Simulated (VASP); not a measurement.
# RuS2 (Laurite) (Pa-3) in VASP: notebook

Runs on RuS2 (Laurite). Level: LDA. Tasks: equation of state.

Everything below comes from runs of VASP 6.6.1. Logs are shortened: lines on timing, memory, paths and dates and some standing lists are left out, and cuts for length are marked.

## (1) The structure

It takes space group Pa-3 (No. 205, cubic). Conventional cell: a = 5.550 Å, b = 5.550 Å, c = 5.550 Å, α = 90.00°, β = 90.00°, γ = 90.00°. Ru (site symmetry -3) is surrounded by 6 S at 2.32 Å. S (site symmetry 3) is surrounded by 1 S at 2.18 Å and 3 Ru at 2.32 Å.

## (2) Equation of state, LDA, 13.68 Å³/atom (a relaxed cell with its volume scaled by 0.96)

INCAR

```
SYSTEM = RuS2
PREC = Accurate ; ENCUT = 520
EDIFF = 1E-6 ; ISMEAR = 0
SIGMA = 0.02 ; LREAL = .FALSE.
LASPH = .TRUE. ; NELM = 100
ALGO = Fast ; ISIF = 2
LWAVE = .FALSE. ; LCHARG = .FALSE.
GGA = CA ; KPAR = 4
```

KPOINTS

```
Automatic mesh
0
G
  4 4 4
  0 0 0
```

POSCAR

```
RuS2                                    
1.0
    5.4753016637      0.0000000000     -0.0000000000
   -0.0000000000      5.4753016637     -0.0000000000
    0.0000000000      0.0000000000      5.4753016637
  Ru              S             
     4     8
Direct
     0.0000000000000000    0.5000000000000000    0.5000000000000000
     0.5000000000000000    0.5000000000000000    0.0000000000000000
     0.5000000000000000    1.0000000000000000    0.5000000000000000
     0.0000000000000000    1.0000000000000000    0.0000000000000000
     0.3864272800545372    0.1135727199454628    0.8864272800545372
     0.1135727199454628    0.8864272800545372    0.3864272800545372
     0.8864272800545372    0.3864272800545372    0.1135727199454628
     0.6135727199454628    0.6135727199454628    0.6135727199454628
     0.6135727199454628    0.8864272800545372    0.1135727199454628
     0.8864272800545372    0.1135727199454628    0.6135727199454628
     0.1135727199454628    0.6135727199454628    0.8864272800545372
     0.3864272800545372    0.3864272800545372    0.3864272800545372
```

Potentials or basis: VASP PAW LDA potentials, release 64 (Ru_pv, S).

The run is started by

```sh
cat potpaw_LDA.64/Ru_pv/POTCAR potpaw_LDA.64/S/POTCAR > POTCAR
mpirun -np 4 vasp_std > vasp.out
```

OUTCAR:

```text
SYSTEM = RuS2
   PREC = Accurate
   ENCUT = 520
   EDIFF = 1E-6
   ISMEAR = 0
   LREAL = .FALSE.
   LASPH = .TRUE.
   NELM = 100
   ISIF = 2
   GGA = CA

 ion  position               nearest neighbor table
   1  0.000  0.500  0.500-  11 2.29   6 2.29   8 2.29  12 2.29   7 2.29  10 2.29
   2  0.500  0.500  0.000-   7 2.29   9 2.29   8 2.29  12 2.29  11 2.29   5 2.29
   3  0.500  0.000  0.500-   5 2.29  10 2.29   8 2.29  12 2.29   6 2.29   9 2.29
   4  0.000  0.000  0.000-   6 2.29  10 2.29   7 2.29   9 2.29   5 2.29  11 2.29
   5  0.386  0.114  0.886-   9 2.15   3 2.29   4 2.29   2 2.29
   6  0.114  0.886  0.386-  10 2.15   4 2.29   1 2.29   3 2.29
   7  0.886  0.386  0.114-  11 2.15   4 2.29   2 2.29   1 2.29
   8  0.614  0.614  0.614-  12 2.15   2 2.29   3 2.29   1 2.29
   9  0.614  0.886  0.114-   5 2.15   4 2.29   2 2.29   3 2.29
  10  0.886  0.114  0.614-   6 2.15   4 2.29   3 2.29   1 2.29
  11  0.114  0.614  0.886-   7 2.15   1 2.29   4 2.29   2 2.29
  12  0.386  0.386  0.386-   8 2.15   2 2.29   3 2.29   1 2.29

  LATTYP: Found a simple cubic cell.
 ALAT       =     5.4753016637

  Lattice vectors:

 A1 = (   5.4753016637,   0.0000000000,   0.0000000000)
 A2 = (   0.0000000000,   5.4753016637,   0.0000000000)
 A3 = (   0.0000000000,   0.0000000000,   5.4753016637)

Analysis of symmetry for initial positions (statically):
=====================================================================
 Subroutine PRICEL returns:
 Original cell was already a primitive cell.

 Routine SETGRP: Setting up the symmetry group for a
 simple cubic supercell.

 Subroutine GETGRP returns: Found 24 space group operations
 (whereof  6 operations were pure point group operations)
 out of a pool of 48 trial point group operations.

The static configuration has the point symmetry S_6 .
 The point group associated with its full space group is T_h .

Analysis of symmetry for dynamics (positions and initial velocities):
=====================================================================
 Subroutine PRICEL returns:
 Original cell was already a primitive cell.

 Routine SETGRP: Setting up the symmetry group for a
 simple cubic supercell.

 Subroutine GETGRP returns: Found 24 space group operations
 (whereof  6 operations were pure point group operations)
 out of a pool of 48 trial point group operations.

The dynamic configuration has the point symmetry S_6 .
 The point group associated with its full space group is T_h .

 Subroutine INISYM returns: Found 24 space group operations
 (whereof  6 operations are pure point group operations),
 and found     1 'primitive' translations

----------------------------------------------------------------------------------------

                                     Primitive cell

  volume of cell :     164.1437

  direct lattice vectors                    reciprocal lattice vectors
     5.475301664  0.000000000  0.000000000     0.182638339  0.000000000  0.000000000
     0.000000000  5.475301664  0.000000000     0.000000000  0.182638339  0.000000000
     0.000000000  0.000000000  5.475301664     0.000000000  0.000000000  0.182638339

  length of vectors
     5.475301664  5.475301664  5.475301664     0.182638339  0.182638339  0.182638339

  position of ions in fractional coordinates (direct lattice)
     0.000000000  0.500000000  0.500000000
     0.500000000  0.500000000  0.000000000
     0.500000000  0.000000000  0.500000000
     0.000000000  0.000000000  0.000000000
     0.386427280  0.113572720  0.886427280
     0.113572720  0.886427280  0.386427280
     0.886427280  0.386427280  0.113572720
     0.613572720  0.613572720  0.613572720
     0.613572720  0.886427280  0.113572720
     0.886427280  0.113572720  0.613572720
     0.113572720  0.613572720  0.886427280
     0.386427280  0.386427280  0.386427280

  ion indices of the primitive-cell ions
   primitive index   ion index
                 1           1
                 2           2
                 3           3
                 4           4
                 5           5
                 6           6
                 7           7
                 8           8
                 9           9
                10          10
                11          11
                12          12

----------------------------------------------------------------------------------------

 KPOINTS: Automatic mesh

Automatic generation of k-mesh.
 Grid dimensions read from file:
 generate k-points for:    4    4    4

 Generating k-lattice:

  Cartesian coordinates                     Fractional coordinates (reciprocal lattice)
     0.045659585  0.000000000  0.000000000     0.250000000  0.000000000  0.000000000
     0.000000000  0.045659585  0.000000000     0.000000000  0.250000000  0.000000000
     0.000000000  0.000000000  0.045659585     0.000000000  0.000000000  0.250000000

  Length of vectors
     0.045659585  0.045659585  0.045659585

  Shift w.r.t. Gamma in fractional coordinates (k-lattice)
     0.000000000  0.000000000  0.000000000

 Subroutine IBZKPT returns following result:
 ===========================================

 Found     11 irreducible k-points:

 Following reciprocal coordinates:
            Coordinates               Weight
  0.000000  0.000000  0.000000      1.000000
  0.250000  0.000000  0.000000      6.000000
  0.500000  0.000000  0.000000      3.000000
  0.250000  0.250000  0.000000     12.000000
  0.500000  0.250000  0.000000      6.000000
 -0.250000  0.500000  0.000000      6.000000
  0.500000  0.500000  0.000000      3.000000
  0.250000  0.250000  0.250000      8.000000
  0.500000  0.250000  0.250000     12.000000
  0.500000  0.500000  0.250000      6.000000
  0.500000  0.500000  0.500000      1.000000
   k-points           NKPTS =     11   k-points in BZ     NKDIM =     11   number of bands    NBANDS=     62
   number of dos      NEDOS =    301   number of ions     NIONS =     12
   total plane-waves  NPLWV =  74088
   dimension x,y,z NGX =    42 NGY =   42 NGZ =   42
   dimension x,y,z NGXF=    84 NGYF=   84 NGZF=   84
   ions per type =               4   8
   NGX,Y,Z   is equivalent  to a cutoff of  12.75, 12.75, 12.75 a.u.
   NGXF,Y,Z  is equivalent  to a cutoff of  25.50, 25.50, 25.50 a.u.
 SYSTEM =  RuS2
   PREC   = accura    normal or accurate (medium, high low for compatibility)
   ISTART =      0    job   : 0-new  1-cont  2-samecut
   ICHARG =      2    charge: 1-file 2-atom 10-const
   ISPIN  =      1    spin polarized calculation?
   LNONCOLLINEAR =      F non collinear calculations
   LSORBIT =      F    spin-orbit coupling
   LASPH  =      T    aspherical Exc in radial PAW
   ENCUT  =  520.0 eV  38.22 Ry    6.18 a.u.  10.18 10.18 10.18*2*pi/ulx,y,z
   NELM   =    100;   NELMIN=  2; NELMDL= -5     # of ELM steps
   EDIFF  = 0.1E-05   stopping-criterion for ELM
[... 8 lines left out ...]
   TEBEG  =    0.0;   TEEND  =   0.0 temperature during run
   PSTRESS=    0.0 pullay stress
   NELECT =     104.0000    total number of electrons
   NUPDOWN=      -1.0000    fix difference up-down
   EMIN   =  10.00;   EMAX   =-10.00  energy-range for DOS
   EFERMI =   0.00;   METHOD = LEGACY
   ISMEAR =     0;   SIGMA  =   0.02  broadening in eV -4-tet -1-fermi 0-gaus
   EFERMI_NEDOS =   21; number of points for ismear=-14 and -15
   IALGO  =     68    algorithm
   IMIX   =      4    mixing-type and parameters
     AMIX     =   0.40;   BMIX     =  1.00
     AMIX_MAG =   1.60;   BMIX_MAG =  1.00
  volume/ion in A,a.u.               =      13.68        92.31
  Fermi-wavevector in a.u.,A,eV,Ry     =   1.406084  2.657113 26.899695  1.977072
  Thomas-Fermi vector in A             =   2.528480
   LORBIT       =      0    0 simple, 1 ext, 2 COOP (PROOUT), +10 PAW based schemes
   GGA     = CA    functional components
   LHFCALC =     F    Hartree Fock is set to
   AEXX    =    0.0000 exact exchange contribution
   IVDW    =     0    specifies the selected vdW correction
   LEPSILON=     F    determine dielectric tensor
   LRPA    =     F    only Hartree local field effects (RPA)
 non-spin polarized calculation
 RMM-DIIS sequential band-by-band and
 Gauss-broadening in eV      SIGMA  =   0.02
  energy-cutoff  :      520.00
  volume of cell :      164.14
 maximum number of plane-waves:      4468
 NGX is ok and might be reduce to    42
   NGX = 21   NGY = 21   NGZ = 21

 number of electron     103.9999957 magnetization

 Free energy of the ion-electron system (eV)
  ---------------------------------------------------
  ext. energy  EPLUGINS =         0.00000000
  ---------------------------------------------------
  free energy    TOTEN  =       -89.04015544 eV

  energy without entropy =      -89.04015544  energy(sigma->0) =      -89.04015544

 E-fermi :  10.0214     XC(G=0): -12.5721

 val. band max:        9.9200764454   @ k =   0.5000   0.0000   0.0000
 cond. band min:      10.3936869575   @ k =   0.0000   0.0000   0.0000
 fundamental gap:      0.4736105121
 Fermi energy:        10.0214108810

 k-point     1 :       0.0000    0.0000    0.0000
  band No.  band energies     occupation
      1     -31.9123      2.00000
      2     -31.9123      2.00000
      3     -31.9123      2.00000
      4     -31.8977      2.00000
      5     -31.8977      2.00000
      6     -31.8929      2.00000
[... 54 lines left out ...]
     61      15.3265      0.00000
     62      15.4214      0.00000

 k-point     2 :       0.2500    0.0000    0.0000
  band No.  band energies     occupation
      1     -31.9102      2.00000
      2     -31.9101      2.00000
      3     -31.9101      2.00000
      4     -31.8999      2.00000
      5     -31.8970      2.00000
      6     -31.8950      2.00000
[... 574 lines left out ...]
     61      13.9796      0.00000
     62      13.9796      0.00000

 k-point    11 :       0.5000    0.5000    0.5000
  band No.  band energies     occupation
      1     -31.9117      2.00000
      2     -31.9117      2.00000
      3     -31.9117      2.00000
      4     -31.9117      2.00000
      5     -31.8918      2.00000
      6     -31.8918      2.00000
[... 54 lines left out ...]
     61      14.1114      0.00000
     62      14.1114      0.00000

------------------------ aborting loop because EDIFF is reached ----------------------------------------

  FORCE on cell =-STRESS in cart. coord.  units (eV):
  Direction    XX          YY          ZZ          XY          YZ          ZX
  --------------------------------------------------------------------------------------
  -------------------------------------------------------------------------------------
  Total        9.5618854      9.5618854      9.5618854     -0.0000000      0.0000000      0.0000000
  in kB       93.3318691     93.3318691     93.3318691     -0.0000000      0.0000000      0.0000000
  external PRESSURE =      93.3318691 kB  Pullay stress =       0.0000000 kB

 VOLUME and BASIS-vectors are now :
 -----------------------------------------------------------------------------
  energy-cutoff  :      520.00
  volume of cell :      164.14
      direct lattice vectors                 reciprocal lattice vectors
     5.475301664  0.000000000  0.000000000     0.182638339  0.000000000  0.000000000
     0.000000000  5.475301664  0.000000000     0.000000000  0.182638339  0.000000000
     0.000000000  0.000000000  5.475301664     0.000000000  0.000000000  0.182638339

 POSITION                                       TOTAL-FORCE (eV/Angst)
 -----------------------------------------------------------------------------------
      0.00000      2.73765      2.73765         0.000000     -0.000000      0.000000
      2.73765      2.73765      0.00000         0.000000     -0.000000      0.000000
      2.73765      0.00000      2.73765         0.000000     -0.000000      0.000000
      0.00000      0.00000      0.00000         0.000000     -0.000000      0.000000
      2.11581      0.62184      4.85346         0.019679     -0.019679      0.019679
      0.62184      4.85346      2.11581        -0.019679      0.019679      0.019679
      4.85346      2.11581      0.62184         0.019679      0.019679     -0.019679
      3.35950      3.35950      3.35950        -0.019679     -0.019679     -0.019679
      3.35950      4.85346      0.62184        -0.019679      0.019679     -0.019679
      4.85346      0.62184      3.35950         0.019679     -0.019679     -0.019679
      0.62184      3.35950      4.85346        -0.019679     -0.019679      0.019679
      2.11581      2.11581      2.11581         0.019679      0.019679      0.019679
 -----------------------------------------------------------------------------------
    total drift:                                0.000000      0.000000      0.000000

  FREE ENERGIE OF THE ION-ELECTRON SYSTEM (eV)
  ---------------------------------------------------
  free  energy   TOTEN  =       -89.0401554381 eV

  energy  without entropy=      -89.0401554381  energy(sigma->0) =      -89.04015544
```

Run time: 46 s. Hardware: 4 MPI ranks of Intel Xeon Platinum 8488C (Sapphire Rapids), shared host; peak memory 0.25 GiB.

What came out:

| Item | Value |
| --- | --- |
| Free energy | -89.0402 eV |
| Pressure | 9.3 GPa |
| Largest force | 0.034 eV/Å |
| Band gap on the k mesh | 0.47 eV, indirect (least direct gap 0.76 eV) |

## (3) Equation of state, LDA, 13.96 Å³/atom (a relaxed cell with its volume scaled by 0.98)

INCAR is that of step 2.

KPOINTS is that of step 2.

Changes to POSCAR since step 2:

```diff
@@ -2,5 +2,5 @@
 1.0
-    5.4753016637      0.0000000000     -0.0000000000
-   -0.0000000000      5.4753016637     -0.0000000000
-    0.0000000000      0.0000000000      5.4753016637
+    5.5130635581      0.0000000000     -0.0000000000
+   -0.0000000000      5.5130635581     -0.0000000000
+    0.0000000000      0.0000000000      5.5130635581
   Ru              S
```

Potentials or basis: VASP PAW LDA potentials, release 64 (Ru_pv, S).

The run is started by

```sh
cat potpaw_LDA.64/Ru_pv/POTCAR potpaw_LDA.64/S/POTCAR > POTCAR
mpirun -np 4 vasp_std > vasp.out
```

Run time: 56 s. Hardware: 4 MPI ranks of Intel Xeon Platinum 8488C (Sapphire Rapids), shared host; peak memory 0.25 GiB.

It converged, with:

```
Free energy            : -89.1874 eV
Pressure               : 4.4 GPa
Largest force          : 0.015 eV/Å
Band gap on the k mesh : 0.49 eV, indirect (least direct gap 0.76 eV)
```

## (4) Equation of state, LDA, 14.25 Å³/atom

INCAR is that of step 3.

KPOINTS is that of step 3.

Changes to POSCAR since step 3:

```diff
@@ -2,5 +2,5 @@
 1.0
-    5.5130635581      0.0000000000     -0.0000000000
-   -0.0000000000      5.5130635581     -0.0000000000
-    0.0000000000      0.0000000000      5.5130635581
+    5.5503151176      0.0000000000     -0.0000000000
+   -0.0000000000      5.5503151176     -0.0000000000
+    0.0000000000      0.0000000000      5.5503151176
   Ru              S
```

The run is started by

```sh
cat potpaw_LDA.64/Ru_pv/POTCAR potpaw_LDA.64/S/POTCAR > POTCAR
mpirun -np 4 vasp_std > vasp.out
```

Run time: 54 s. Hardware: 4 MPI ranks of Intel Xeon Platinum 8488C (Sapphire Rapids), shared host; peak memory 0.24 GiB.

It converged, with:

* Free energy: -89.2351 eV
* Pressure: -0.1 GPa
* Largest force: 0.004 eV/Å
* Band gap on the k mesh: 0.50 eV, indirect (least direct gap 0.75 eV)

## (5) Equation of state, LDA, 14.53 Å³/atom (a relaxed cell with its volume scaled by 1.02)

INCAR is that of step 4.

KPOINTS is that of step 4.

Changes to POSCAR since step 4:

```diff
@@ -2,5 +2,5 @@
 1.0
-    5.5503151176      0.0000000000     -0.0000000000
-   -0.0000000000      5.5503151176     -0.0000000000
-    0.0000000000      0.0000000000      5.5503151176
+    5.5870732426      0.0000000000     -0.0000000000
+   -0.0000000000      5.5870732426     -0.0000000000
+    0.0000000000      0.0000000000      5.5870732426
   Ru              S
```

The run is started by

```sh
cat potpaw_LDA.64/Ru_pv/POTCAR potpaw_LDA.64/S/POTCAR > POTCAR
mpirun -np 4 vasp_std > vasp.out
```

Wall time 75 s (4 MPI ranks of Intel Xeon Platinum 8488C (Sapphire Rapids), shared host); peak memory 0.25 GiB.

The run converged. Its results:

| Property | Result |
| --- | --- |
| Free energy | -89.1938 eV |
| Pressure | -4.0 GPa |
| Largest force | 0.017 eV/Å |
| Band gap on the k mesh | 0.51 eV, indirect (least direct gap 0.75 eV) |

## (6) Equation of state, LDA, 14.82 Å³/atom (a relaxed cell with its volume scaled by 1.04)

INCAR is that of step 5.

KPOINTS is that of step 5.

Changes to POSCAR since step 5:

```diff
@@ -2,5 +2,5 @@
 1.0
-    5.5870732426      0.0000000000     -0.0000000000
-   -0.0000000000      5.5870732426     -0.0000000000
-    0.0000000000      0.0000000000      5.5870732426
+    5.6233539556      0.0000000000     -0.0000000000
+   -0.0000000000      5.6233539556     -0.0000000000
+    0.0000000000      0.0000000000      5.6233539556
   Ru              S
```

Potentials or basis: VASP PAW LDA potentials, release 64 (Ru_pv, S).

The run is started by

```sh
cat potpaw_LDA.64/Ru_pv/POTCAR potpaw_LDA.64/S/POTCAR > POTCAR
mpirun -np 4 vasp_std > vasp.out
```

It took 51 s on 4 MPI ranks of Intel Xeon Platinum 8488C (Sapphire Rapids), shared host; peak memory 0.25 GiB.

It converged, with:

```yaml
Free_energy: -89.0734 eV
Pressure: -7.5 GPa
Largest_force: 0.030 eV/Å
Band_gap_on_the_k_mesh: 0.52 eV, indirect (least direct gap 0.75 eV)
```

## (7) Equation of state, LDA

No new run: the results of the series are fitted here.

What came out:

```yaml
Equilibrium_volume: 14.25 Å³/atom
Bulk_modulus_at_fixed_shape_and_positions: 208 GPa
Pressure_derivative_of_the_bulk_modulus: "4.7 (rough: it moves with the points fitted)"
```

Energy against volume, from the lowest point:
| volume (Å³/atom) | energy (meV/atom) |
| --- | --- |
| 13.679 | 16.25 |
| 13.964 | 3.98 |
| 14.249 | 0.00 |
| 14.534 | 3.44 |
| 14.819 | 13.47 |

Caveat: the cell was scaled at fixed shape and fractional positions, which overstates the stiffness of a crystal with free parameters, most of all of layers and chains.
